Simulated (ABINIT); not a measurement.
# TiAl3 (Pmm2) in ABINIT: relaxation of cell and atoms with LDA

Aim: the relaxation of cell and atoms of TiAl3 with LDA.

Program: ABINIT 10.8.3 (patched build). These are calculated values, not measurements. Logs are shortened: lines on timing, memory, paths and dates and some standing lists are left out, and cuts for length are marked. The log counts tension as positive stress, the text compression.

## 1. The crystal as given

The structure is orthorhombic, space group Pmm2 (No. 25). Conventional cell: a = 2.840 Å, b = 4.681 Å, c = 4.901 Å, α = 90.00°, β = 90.00°, γ = 90.00°. Ti (site symmetry mm2) has 10 Al at 2.83 to 2.85 Å and 2 Ti at 2.84 Å as nearest neighbours. Around Al (site symmetry mm2) lie 10 Al at 2.81 to 2.86 Å and 2 Ti at 2.85 Å. Al (site symmetry mm2) has 8 Al at 2.81 to 2.86 Å and 4 Ti at 2.85 Å as nearest neighbours. Around Al (site symmetry mm2) lie 4 Ti at 2.83 to 2.84 Å and 8 Al at 2.84 to 2.86 Å.

The cell comes from a database or a generator and needn't be the stable form of this composition.

## 2. Relaxation of cell and atoms, LDA

Contents of run.abi:

```
pp_dirpath "./"
pseudos "Ti.LDA_PW-JTH.xml, Al.LDA_PW-JTH.xml"

acell 3*1.0
rprim
     5.3662118124     0.0000000000     0.0000000000
     0.0000000000     8.8463068771     0.0000000000
     0.0000000000     0.0000000000     9.2610601875
ntypat 2
znucl 22 13
natom 4
typat 1 2 2 2
xred
     0.0000000000     0.5000000000     0.1659160000
     0.0000000000     0.0000000000     0.8359000000
     0.5000000000     0.0000000000     0.3309120000
     0.5000000000     0.5000000000     0.6672710000
chkprim 0
chksymtnons 0
tolsym 1.0e-6

ecut 15.0
pawecutdg 30.0

kptopt 1
ngkpt 9 6 6
nshiftk 1
shiftk 0.0 0.0 0.0

ixc 7

nband 15
occopt 3
tsmear 0.05 eV

nstep 100
tolvrs 1.0e-9

iomode 3
prtwf 0
prtden 0
prteig 0
prtebands 0
enunit 1

ionmov 2
ntime 60
tolmxf 0.0005
optcell 2
dilatmx 1.08
ecutsm 0.5
```

Potentials or basis: JTH PAW LDA v2.0.

Started as:

```
$ mpirun --bind-to none -np 4 abinit run.abi > log 2>&1
```

run.abo:

```text
.Version 10.8.3 of ABINIT
 Symmetries : space group Pm m 2 (# 25); Bravais oP (primitive ortho.)
================================================================================
 Values of the parameters that define the memory need of the present run
     intxc =       0    ionmov =       2      iscf =      17    lmnmax =      18
     lnmax =       6     mgfft =      36  mpssoang =       3    mqgrid =    3001
     natom =       4  nloc_mem =       2    nspden =       1   nspinor =       1
    nsppol =       1      nsym =       4    n1xccc =       1    ntypat =       2
    occopt =       3   xclevel =       1
       mpw =        1557          nfft =       31104          nkpt =          80
Pmy_natom=         1
 PAW method is used; the additional fine FFT grid is defined by:
   mgfftf=        50    nfftf =     72000
================================================================================
================================================================================

--------------------------------------------------------------------------------
------------- Echo of variables that govern the present computation ------------
--------------------------------------------------------------------------------
 -outvars: echo values of preprocessed input variables --------
            acell      1.0000000000E+00  1.0000000000E+00  1.0000000000E+00 Bohr
              amu      4.78800000E+01  2.69815390E+01
          chkprim           0
      chksymtnons           0
          dilatmx      1.08000000E+00
             ecut      1.50000000E+01 Hartree
           ecutsm      5.00000000E-01 Hartree
           enunit           1
           ionmov           2
                       outvar_i_n : Printing only first  50 k-points.
              ixc           7
                       outvar_i_n : Printing only first  50 k-points.
         kptrlatt        9    0    0      0    6    0      0    0    6
          kptrlen      4.82959063E+01
            natom           4
            nband          15
            ngfft          24      36      36
          ngfftdg          30      48      50
             nkpt          80
            nstep         100
             nsym           4
            ntime          60
           ntypat           2
                       prtocc : prtvol=0, do not print more k-points.
           occopt           3
          optcell           2
        pawecutdg      3.00000000E+01 Hartree
           prtden           0
        prtebands           0
           prteig           0
            prtwf           0
            rprim      5.3662118124E+00  0.0000000000E+00  0.0000000000E+00
                       0.0000000000E+00  8.8463068771E+00  0.0000000000E+00
                       0.0000000000E+00  0.0000000000E+00  9.2610601875E+00
          spgroup          25
           tolmxf      5.00000000E-04
           tolsym      1.00000000E-06
           tolvrs      1.00000000E-09
           tsmear      1.83746611E-03 Hartree
            typat      1  2  2  2
           useylm           1
                       outvars : Printing only first  50 k-points.
           xangst      0.0000000000E+00  2.3406319984E+00  8.1311150912E-01
                       0.0000000000E+00  0.0000000000E+00  4.0965302350E+00
                       1.4198384990E+00  0.0000000000E+00  1.6217143356E+00
                       1.4198384990E+00  2.3406319984E+00  3.2701230129E+00
            xcart      0.0000000000E+00  4.4231534385E+00  1.5365580621E+00
                       0.0000000000E+00  0.0000000000E+00  7.7413202107E+00
                       2.6831059062E+00  0.0000000000E+00  3.0645959488E+00
                       2.6831059062E+00  4.4231534385E+00  6.1796368924E+00
             xred      0.0000000000E+00  5.0000000000E-01  1.6591600000E-01
                       0.0000000000E+00  0.0000000000E+00  8.3590000000E-01
                       5.0000000000E-01  0.0000000000E+00  3.3091200000E-01
                       5.0000000000E-01  5.0000000000E-01  6.6727100000E-01
            znucl       22.00000   13.00000

================================================================================

 chkinp: Checking input parameters for consistency.

================================================================================
== DATASET  1 ==================================================================

--- !DatasetInfo
iteration_state: {dtset: 1, }
dimensions: {natom: 4, nkpt: 80, mband: 15, nsppol: 1, nspinor: 1, nspden: 1, mpw: 1557, }
cutoff_energies: {ecut:  15.0, pawecutdg:  30.0, }
electrons: {nelect:   2.10000000E+01, charge:   0.00000000E+00, occopt:   3.00000000E+00, tsmear:   1.83746611E-03, }
meta: {optdriver: 0, ionmov: 2, optcell: 2, iscf: 17, paral_kgb: 0, }
...

 Exchange-correlation functional for the present dataset will be:
  LDA: Perdew-Wang 92 LSD fit to Ceperley-Alder data - ixc=7
  J.P.Perdew and Y.Wang, PRB 45, 13244 (1992)

 Real(R)+Recip(G) space primitive vectors, cartesian coordinates (Bohr,Bohr^-1):
 R(1)=  5.3662118  0.0000000  0.0000000  G(1)=  0.1863512  0.0000000  0.0000000
 R(2)=  0.0000000  8.8463069  0.0000000  G(2)=  0.0000000  0.1130415  0.0000000
[... 39 lines left out ...]
--- Iteration: ( 1/60) Internal Cycle: (1/1)
--------------------------------------------------------------------------------

---SELF-CONSISTENT-FIELD CONVERGENCE--------------------------------------------
[... 1341 lines left out ...]
 Difference of energy with previous step (new-old):
           Absolute (Ha)=-1.79871E-06
           Relative     =-2.76060E-08

 At Broyd/MD step  12, gradients are converged :
  max grad (force/stress) = 2.3616E-04 < tolmxf= 5.0000E-04 ha/bohr (free atoms)

================================================================================

 ----iterations are completed or convergence reached----

 Mean square residual over all n,k,spin=   31.813E-11; max=  10.211E-08
 reduced coordinates (array xred) for    4 atoms
       0.000000000000      0.500000000000      0.162398674617
       0.000000000000      0.000000000000      0.841586920035
       0.500000000000      0.000000000000      0.333780042982
       0.500000000000      0.500000000000      0.662233362366
 rms dE/dt=  9.8855E-04; max dE/dt=  1.9134E-03; dE/dt below (all hartree)
    1       0.000000000000      0.000000000000      0.001461871362
    2       0.000000000000      0.000000000000      0.001913418967
    3       0.000000000000      0.000000000000     -0.002085184875
    4       0.000000000000      0.000000000000     -0.001257180895

 cartesian coordinates (angstrom) at end:
    1      0.00000000000000     2.32669241066188     0.79023028586982
    2      0.00000000000000     0.00000000000000     4.09515332542380
    3      1.36706623728796     0.00000000000000     1.62417026742542
    4      1.36706623728796     2.32669241066188     3.22242075243230

 cartesian forces (hartree/bohr) at end:
    1     -0.00000000000000    -0.00000000000000    -0.00015808362074
    2     -0.00000000000000    -0.00000000000000    -0.00020718949935
    3     -0.00000000000000    -0.00000000000000     0.00022765934665
    4     -0.00000000000000    -0.00000000000000     0.00013761377344
 frms,max,avg= 1.0750358E-04 2.2765935E-04   0.000E+00  0.000E+00 -8.951E-07 h/b

 cartesian forces (eV/Angstrom) at end:
    1     -0.00000000000000    -0.00000000000000    -0.00812898661833
    2     -0.00000000000000    -0.00000000000000    -0.01065411242331
    3     -0.00000000000000    -0.00000000000000     0.01170671429315
    4     -0.00000000000000    -0.00000000000000     0.00707638474849
 frms,max,avg= 5.5280566E-03 1.1706714E-02   0.000E+00  0.000E+00 -4.603E-05 e/A
 length scales=  5.166761568899  8.793622870758  9.195387956273 bohr
              =  2.734132474576  4.653384821324  4.865989748571 angstroms
 Fermi (or HOMO) energy (eV) =   9.02717   Average Vxc (eV)= -10.52346
 Eigenvalues (   eV  ) for nkpt=  80  k points:
 kpt#   1, nband= 15, wtk=  0.00309, kpt=  0.0000  0.0000  0.0000 (reduced coord)
 -46.71158  -23.37184  -23.36204  -22.89710   -1.34844    3.69910    5.05300    5.39792
   6.27699    8.10974    8.54144   11.66180   11.67501   11.75645   11.80053
 prteigrs : prtvol=0 or 1, do not print more k-points.

--- !EnergyTerms
iteration_state     : {dtset: 1, itime: 12, icycle: 1, }
comment             : Components of total free energy in Hartree
kinetic             :  1.04388007350828E+01
hartree             :  2.01948992261861E+01
xc                  : -6.56151785679045E+00
Ewald energy        : -4.12126972386146E+01
psp_core            :  5.56997011811147E-01
local_psp           : -5.03766753138550E+01
PAW spherical_terms :  1.80435656227078E+00
internal            : -6.51558368739093E+01
'-kT*entropy'       : -7.08478333840105E-04
total_energy        : -6.51565453522431E+01
total_energy_eV     : -1.77299992203366E+03
...

--- !EnergyTermsDC
iteration_state     : {dtset: 1, itime: 12, icycle: 1, }
comment             : '"Double-counting" decomposition of free energy'
band_energy         : -5.90839737865333E+00
Ewald energy        : -4.12126972386146E+01
psp_core            :  5.56997011811147E-01
xc_dc               : -1.96893937502733E+01
PAW spherical_terms :  1.09765164539573E+00
internal            : -6.51558397103344E+01
'-kT*entropy'       : -7.08478333840105E-04
total_energy_dc     : -6.51565481886682E+01
total_energy_dc_eV  : -1.77299999921673E+03
...

--- !EnergyTermsWithPAWCore
iteration_state     : {dtset: 1, itime: 12, icycle: 1, }
comment             : 'Components of total free energy, including PAW core contributions'
Total energy        : -1.57779645842979E+03
Total energy DC     : -1.57779646126621E+03
Total energy (eV)   : -4.29340288478739E+04
Total energy DC (eV): -4.29340289250569E+04
...

 rms coord change=  2.5547E-03   atom, delta coord (reduced):
     1        0.000000000000      0.000000000000     -0.003517325383
     2        0.000000000000      0.000000000000      0.005686920035
     3        0.000000000000      0.000000000000      0.002868042982
     4        0.000000000000      0.000000000000     -0.005037637634

 Cartesian components of stress tensor (hartree/bohr^3)
  sigma(1 1)= -6.80282232E-07  sigma(3 2)=  0.00000000E+00
  sigma(2 2)=  1.00860182E-06  sigma(3 1)=  0.00000000E+00
  sigma(3 3)= -2.36162219E-06  sigma(2 1)=  0.00000000E+00

-Cartesian components of stress tensor (GPa)         [Pressure=  1.9941E-02 GPa]
- sigma(1 1)= -2.00145943E-02  sigma(3 2)=  0.00000000E+00
- sigma(2 2)=  2.96740901E-02  sigma(3 1)=  0.00000000E+00
- sigma(3 3)= -6.94813237E-02  sigma(2 1)=  0.00000000E+00

== END DATASET(S) ==============================================================
================================================================================

 -outvars: echo values of variables after computation  --------
            acell      5.1667615689E+00  8.7936228708E+00  9.1953879563E+00 Bohr
           etotal     -6.5156548189E+01
            fcart     -0.0000000000E+00 -0.0000000000E+00 -1.5808362074E-04
                      -0.0000000000E+00 -0.0000000000E+00 -2.0718949935E-04
                      -0.0000000000E+00 -0.0000000000E+00  2.2765934665E-04
                      -0.0000000000E+00 -0.0000000000E+00  1.3761377344E-04
           strten     -6.8028223200E-07  1.0086018211E-06 -2.3616221902E-06
                       0.0000000000E+00  0.0000000000E+00  0.0000000000E+00
           xangst      0.0000000000E+00  2.3266924107E+00  7.9023028587E-01
                       0.0000000000E+00  0.0000000000E+00  4.0951533254E+00
                       1.3670662373E+00  0.0000000000E+00  1.6241702674E+00
                       1.3670662373E+00  2.3266924107E+00  3.2224207524E+00
             xred      0.0000000000E+00  5.0000000000E-01  1.6239867462E-01
                       0.0000000000E+00  0.0000000000E+00  8.4158692004E-01
                       5.0000000000E-01  0.0000000000E+00  3.3378004298E-01
                       5.0000000000E-01  5.0000000000E-01  6.6223336237E-01
 Calculation completed.
```

Run time: 2 min. Hardware: 4 MPI ranks of Intel Xeon Platinum 8488C (Sapphire Rapids), shared host; peak memory 0.44 GiB.

What came out:

```
Free energy                                           : -1773.0000 eV
Relaxed volume                                        : 15.48 Å³/atom
Relaxed cell                                          : a = 2.734 Å, b = 4.653 Å, c = 4.866 Å, α = 90.00°, β = 90.00°, γ = 90.00°
Space group after relaxing (to 0.05 Å)                : Pmm2 (No. 25)
Energy gained by relaxing                             : 16.9 meV/atom
Ionic steps                                           : 12
Pressure after relaxing                               : 0.0 GPa
Largest force after relaxing                          : 0.012 eV/Å
Band gap on the k mesh                                : none (metal or under the smearing width)
Valence electrons inside the program's atomic spheres : Ti 10.28; Al 0.80, 0.81
```

Forces in eV/Å, atoms in the order of the input:
```
Ti   0.000  0.000 -0.008
Al   0.000  0.000 -0.011
Al   0.000  0.000  0.012
Al   0.000  0.000  0.007
```

Step by step:
```tsv
step	energy change (eV)	largest force (eV/Å)	pressure (GPa)	volume (Å³)
1	0.0000	0.0823	-4.98	65.15
2	-0.0292	0.0764	-3.59	64.16
3	-0.0615	0.0728	0.60	61.59
4	-0.0626	0.0692	0.28	61.77
5	-0.0652	0.0661	-0.24	62.06
6	-0.0661	0.0655	-0.23	62.06
7	-0.0664	0.0613	-0.08	61.97
8	-0.0666	0.0537	0.05	61.90
9	-0.0670	0.0338	0.20	61.81
10	-0.0675	0.0249	0.24	61.79
11	-0.0677	0.0159	0.12	61.85
12	-0.0677	0.0117	0.02	61.91
```

Final structure:
```
Ti Al
1.0
     2.73413    0.00000    0.00000
     0.00000    4.65338    0.00000
     0.00000    0.00000    4.86599
Ti Al
1 3
Direct
  0.00000 0.50000 0.16240
  0.00000 0.00000 0.84159
  0.50000 0.00000 0.33378
  0.50000 0.50000 0.66223
```

Levels at points of the mesh, in eV from the Fermi level:
```tsv
k point	band 8	band 9	band 10	band 11	band 12	band 13	band 14	band 15
(0.00, 0.00, 0.00)	-3.63	-2.75	-0.92	-0.49	2.63	2.65	2.73	2.77
(0.00, 0.50, 0.00)	-3.32	-2.06	-1.58	-0.25	2.60	2.66	2.72	3.15
(0.00, 0.00, 0.50)	-2.42	-2.24	-1.13	-0.38	2.33	2.56	2.74	3.21
(0.00, 0.50, 0.50)	-4.88	-0.26	-0.13	0.70	2.59	2.62	3.55	4.85
```

## 3. The reference run

An earlier run on the cell as given: functional PBEsol; potentials or basis PseudoDojo NC SR PBEsol v0.4.1 standard; cutoff 1143 eV; k mesh 9 × 6 × 6; occupations fermi-dirac, width 0.05 eV; no spin polarisation.

* Pressure: -2.5 GPa
* Largest force: 0.040 eV/Å
* Band gap on the k mesh: none (metal or under the smearing width)
* Valence electrons inside the program's atomic spheres: Ti 9.54; Al 0.89, 0.91
